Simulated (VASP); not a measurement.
# Ti (Im-3m) in VASP: notebook, part 2 of 2

VASP 6.6.1.

## (4) Atomic charges, LDA (volume scaled by 0.88)

Contents of INCAR:

```
ALGO = Fast
EDIFF = 1E-6
ENCUT = 520
GGA = CA
ISIF = 2
ISMEAR = -1
LASPH = T
LCHARG = F
LORBIT = 11
LREAL = F
LWAVE = F
NELM = 60
PREC = Accurate
SIGMA = 0.02
```

Contents of Ti.cif:

```cif
data_Ti
_cell_length_a 3.14508799
_cell_length_b 3.14508799
_cell_length_c 3.14508799
_cell_angle_alpha 90.00000000
_cell_angle_beta 90.00000000
_cell_angle_gamma 90.00000000
_space_group_name_H-M_alt 'Im-3m'
_space_group_name_Hall '-I 4 2 3'
_space_group_IT_number 229
loop_
_space_group_symop_operation_xyz
'x,y,z'
'-x,-y,-z'
'-y,x,z'
'y,-x,-z'
'-x,-y,z'
'x,y,-z'
'y,-x,z'
'-y,x,-z'
'x,-y,-z'
'-x,y,z'
'-y,-x,-z'
'y,x,z'
'-x,y,-z'
'x,-y,z'
'y,x,-z'
'-y,-x,z'
'z,x,y'
'-z,-x,-y'
'z,-y,x'
'-z,y,-x'
'z,-x,-y'
'-z,x,y'
'z,y,-x'
'-z,-y,x'
'-z,x,-y'
'z,-x,y'
'-z,-y,-x'
'z,y,x'
'-z,-x,y'
'z,x,-y'
'-z,y,x'
'z,-y,-x'
'y,z,x'
'-y,-z,-x'
'x,z,-y'
'-x,-z,y'
'-y,z,-x'
'y,-z,x'
'-x,z,y'
'x,-z,-y'
'-y,-z,x'
'y,z,-x'
'-x,-z,-y'
'x,z,y'
'y,-z,-x'
'-y,z,x'
'x,-z,y'
'-x,z,-y'
'x+1/2,y+1/2,z+1/2'
'-x+1/2,-y+1/2,-z+1/2'
'-y+1/2,x+1/2,z+1/2'
'y+1/2,-x+1/2,-z+1/2'
'-x+1/2,-y+1/2,z+1/2'
'x+1/2,y+1/2,-z+1/2'
'y+1/2,-x+1/2,z+1/2'
'-y+1/2,x+1/2,-z+1/2'
'x+1/2,-y+1/2,-z+1/2'
'-x+1/2,y+1/2,z+1/2'
'-y+1/2,-x+1/2,-z+1/2'
'y+1/2,x+1/2,z+1/2'
'-x+1/2,y+1/2,-z+1/2'
'x+1/2,-y+1/2,z+1/2'
'y+1/2,x+1/2,-z+1/2'
'-y+1/2,-x+1/2,z+1/2'
'z+1/2,x+1/2,y+1/2'
'-z+1/2,-x+1/2,-y+1/2'
'z+1/2,-y+1/2,x+1/2'
'-z+1/2,y+1/2,-x+1/2'
'z+1/2,-x+1/2,-y+1/2'
'-z+1/2,x+1/2,y+1/2'
'z+1/2,y+1/2,-x+1/2'
'-z+1/2,-y+1/2,x+1/2'
'-z+1/2,x+1/2,-y+1/2'
'z+1/2,-x+1/2,y+1/2'
'-z+1/2,-y+1/2,-x+1/2'
'z+1/2,y+1/2,x+1/2'
'-z+1/2,-x+1/2,y+1/2'
'z+1/2,x+1/2,-y+1/2'
'-z+1/2,y+1/2,x+1/2'
'z+1/2,-y+1/2,-x+1/2'
'y+1/2,z+1/2,x+1/2'
'-y+1/2,-z+1/2,-x+1/2'
'x+1/2,z+1/2,-y+1/2'
'-x+1/2,-z+1/2,y+1/2'
'-y+1/2,z+1/2,-x+1/2'
'y+1/2,-z+1/2,x+1/2'
'-x+1/2,z+1/2,y+1/2'
'x+1/2,-z+1/2,-y+1/2'
'-y+1/2,-z+1/2,x+1/2'
'y+1/2,z+1/2,-x+1/2'
'-x+1/2,-z+1/2,-y+1/2'
'x+1/2,z+1/2,y+1/2'
'y+1/2,-z+1/2,-x+1/2'
'-y+1/2,z+1/2,x+1/2'
'x+1/2,-z+1/2,y+1/2'
'-x+1/2,z+1/2,-y+1/2'
loop_
_atom_site_label
_atom_site_type_symbol
_atom_site_symmetry_multiplicity
_atom_site_Wyckoff_symbol
_atom_site_fract_x
_atom_site_fract_y
_atom_site_fract_z
_atom_site_occupancy
Ti1 Ti 2 a 0.0000000000 0.0000000000 0.0000000000 1
```

Contents of KPOINTS:

```
k-points
0
Gamma
  8 8 8
```

Contents of POSCAR:

```
Ti
 1.0000000000000000
     3.1450879899999999    0.0000000000000000    0.0000000000000000
     0.0000000000000000    3.1450879899999999    0.0000000000000000
     0.0000000000000000    0.0000000000000000    3.1450879899999999
 Ti 
   2
Cartesian
  0.0000000000000000  0.0000000000000000  0.0000000000000000
  1.5725439950000000  1.5725439950000000  1.5725439950000000
```

Potentials or basis: VASP PAW LDA potentials, release 64 (Ti_sv).

The run is started by

```console
> ase convert -i cif -o vasp Ti.cif POSCAR
> cat potpaw_LDA.64/Ti_sv/POTCAR > POTCAR
> mpirun -np 1 vasp_std > vasp.out
```

OUTCAR:

```text
EDIFF = 1E-6
   ENCUT = 520
   GGA = CA
   ISIF = 2
   ISMEAR = -1
   LASPH = T
   LORBIT = 11
   LREAL = F
   NELM = 60
   PREC = Accurate

 ion  position               nearest neighbor table
   1  0.000  0.000  0.000-   2 2.72   2 2.72   2 2.72   2 2.72   2 2.72   2 2.72   2 2.72   2 2.72

   2  0.500  0.500  0.500-   1 2.72   1 2.72   1 2.72   1 2.72   1 2.72   1 2.72   1 2.72   1 2.72

  LATTYP: Found a simple cubic cell.
 ALAT       =     3.1450879900

  Lattice vectors:

 A1 = (   3.1450879900,   0.0000000000,   0.0000000000)
[... 667 lines left out ...]
  -------------------------------------------------------------------------------------
  Total        0.3465150      0.3465150      0.3465150     -0.0000000      0.0000000     -0.0000000
  in kB       17.8457239     17.8457239     17.8457239     -0.0000000      0.0000000     -0.0000000
  external PRESSURE =      17.8457239 kB  Pullay stress =       0.0000000 kB

 VOLUME and BASIS-vectors are now :
 -----------------------------------------------------------------------------
  energy-cutoff  :      520.00
  volume of cell :       31.11
      direct lattice vectors                 reciprocal lattice vectors
     3.145087990  0.000000000  0.000000000     0.317956128  0.000000000  0.000000000
     0.000000000  3.145087990  0.000000000     0.000000000  0.317956128  0.000000000
     0.000000000  0.000000000  3.145087990     0.000000000  0.000000000  0.317956128

 POSITION                                       TOTAL-FORCE (eV/Angst)
 -----------------------------------------------------------------------------------
      0.00000      0.00000      0.00000         0.000000      0.000000      0.000000
      1.57254      1.57254      1.57254        -0.000000     -0.000000     -0.000000
 -----------------------------------------------------------------------------------
    total drift:                                0.000000      0.000000     -0.000000

  FREE ENERGIE OF THE ION-ELECTRON SYSTEM (eV)
  ---------------------------------------------------
  free  energy   TOTEN  =       -16.9252159298 eV

  energy  without entropy=      -16.9207959492  energy(sigma->0) =      -16.92300594

 total charge

# of ion       s       p       d       tot
------------------------------------------
    1        2.268   6.121   2.047  10.437
    2        2.268   6.121   2.047  10.437
--------------------------------------------------
tot          4.536  12.243   4.094  20.874
```

OSZICAR:

```text
N       E                     dE             d eps       ncg     rms          rms(c)
DAV:   1     0.238256400239E+03    0.23826E+03   -0.13156E+04  1120   0.186E+03
DAV:   2     0.402884963707E+01   -0.23423E+03   -0.23260E+03  1160   0.487E+02
[... 27 lines left out ...]
RMM:  30    -0.169252069722E+02   -0.39123E-05   -0.40046E-05  1106   0.336E-02    0.251E-02
RMM:  31    -0.169252098198E+02   -0.28476E-05   -0.29375E-05   939   0.235E-02    0.239E-02
RMM:  32    -0.169252118929E+02   -0.20730E-05   -0.24603E-05   838   0.179E-02    0.220E-02
RMM:  33    -0.169252126284E+02   -0.73556E-06   -0.19906E-05   969   0.233E-02    0.886E-03
RMM:  34    -0.169252140290E+02   -0.14006E-05   -0.20083E-05  1020   0.222E-02    0.515E-03
RMM:  35    -0.169252151638E+02   -0.11348E-05   -0.12976E-05   798   0.132E-02    0.643E-03
RMM:  36    -0.169252159298E+02   -0.76592E-06   -0.95765E-06   577   0.103E-02
   1 F= -.16925216E+02 E0= -.16923006E+02  d E =-.441998E-02
```

Wall time 28 s (1 thread of Intel Xeon Platinum 8259CL at 2.50GHz (Skylake/Cascade Lake), shared host); peak memory 0.13 GiB.

Results:

- Free energy: -16.9252 eV
- Pressure: 1.8 GPa
- Band gap on the k mesh: none (metal or under the smearing width)
- Valence electrons inside the program's atomic spheres: Ti 10.44

Levels at points of the mesh, in eV from the Fermi level:
```
           k point  band 10  band 11  band 12  band 13  band 14  band 15
(0.00, 0.00, 0.00)    -2.53    -2.53     1.01     1.01     1.01     3.04
(0.50, 0.00, 0.00)    -2.59    -0.12    -0.12     1.39     1.39     1.39
(0.50, 0.50, 0.00)    -2.76    -0.59    -0.59     1.60     1.60     3.05
(0.50, 0.50, 0.50)    -0.66    -0.66    -0.66    -0.66    -0.66     3.53
```

## (5) Single point, PBE+TS+U

Contents of INCAR:

```
PREC = Accurate ; ENCUT = 520
EDIFF = 1E-6 ; ISMEAR = -1
SIGMA = 0.02 ; LREAL = False
LASPH = True ; NELM = 80
ALGO = Normal ; ISIF = 2
LWAVE = False ; LCHARG = False
LMAXMIX = 4 ; LDAU = True
LDAUTYPE = 2 ; LDAUL = 2
LDAUU = 7 ; LDAUJ = 0
LDAUPRINT = 1 ; GGA = PE
IVDW = 2
```

Contents of KPOINTS:

```
Automatic mesh
0
Gamma
  11 11 11
```

Contents of POSCAR:

```
Ti
1.0
   -1.6410000000      1.6410000000      1.6410000000
    1.6410000000     -1.6410000000      1.6410000000
    1.6410000000      1.6410000000     -1.6410000000
Ti
1
Cartesian
    0.0000000000      0.0000000000      0.0000000000
```

Potentials or basis: VASP PAW PBE potentials, release 64 (Ti_sv).

The run is started by

```console
> cat potpaw_PBE.64/Ti_sv/POTCAR > POTCAR
> mpirun -np 1 vasp_std > vasp.out
```

Run time: 15 s. Hardware: 1 thread of Intel Xeon Platinum 8259CL at 2.50GHz (Skylake/Cascade Lake), shared host; peak memory 0.14 GiB.

It converged, with:

```
Free energy                : -3.7889 eV
Pressure                   : 4.7 GPa
Band gap on the k mesh     : none (metal or under the smearing width)
Dispersion energy per atom : -1.103 eV
```

Levels at points of the mesh, in eV from the Fermi level:
```csv
k point,band 2,band 3,band 4,band 5,band 6,band 7,band 8,band 9,band 10
"(0.00, 0.00, 0.00)",-34.65,-34.65,-34.65,-6.88,1.37,1.37,1.37,2.83,2.83
```

Eigenvalues of the final occupation matrices:
| site | spin | trace | eigenvalues |
| --- | --- | --- | --- |
| site 1 d | 1 | 0.78 | 0.14 0.14 0.14 0.18 0.18 |
| site 1 d | 2 | 0.78 | 0.14 0.14 0.14 0.18 0.18 |

Caveat: atom-pairwise D2, TS and ULG terms overbind metals; U without spin polarisation on a metal has little footing; pairwise dispersion overbinds metals, which lowers pressure and volume; the U is typed as a test and isn't derived for this compound.

## (6) The runs side by side

| task | level | potentials or basis | U | cell | k mesh | cutoff (eV) | smearing | other keys | gap on the mesh (eV) | pressure (GPa) |
| --- | --- | --- | --- | --- | --- | --- | --- | --- | --- | --- |
| single point | LDA | VASP PAW LDA potentials, release 64 (Ti_sv_GW) | - | as given | 11 × 11 × 11 | 550 | gaussian 0.05 eV | - | none | -12.4 |
| atomic charges | LDA | VASP PAW LDA potentials, release 64 (Ti_sv) | - | volume scaled by 0.88 | 8 × 8 × 8 | 520 | fermi-dirac 0.02 eV | several, not listed | none | 1.8 |
| single point | PBE+TS+U | VASP PAW PBE potentials, release 64 (Ti_sv) | Ti d U = 7 eV | as given | 11 × 11 × 11 | 520 | fermi-dirac 0.02 eV | - | none | 4.7 |

Alike in all rows: no spin polarisation.

Caveats: atom-pairwise D2, TS and ULG terms overbind metals (some runs); U without spin polarisation on a metal has little footing (some runs); pairwise dispersion overbinds metals, which lowers pressure and volume (some runs); the U is typed as a test and isn't derived for this compound (some runs).

Total energies depend on the potentials used, so only differences within one code and one set of settings carry meaning.
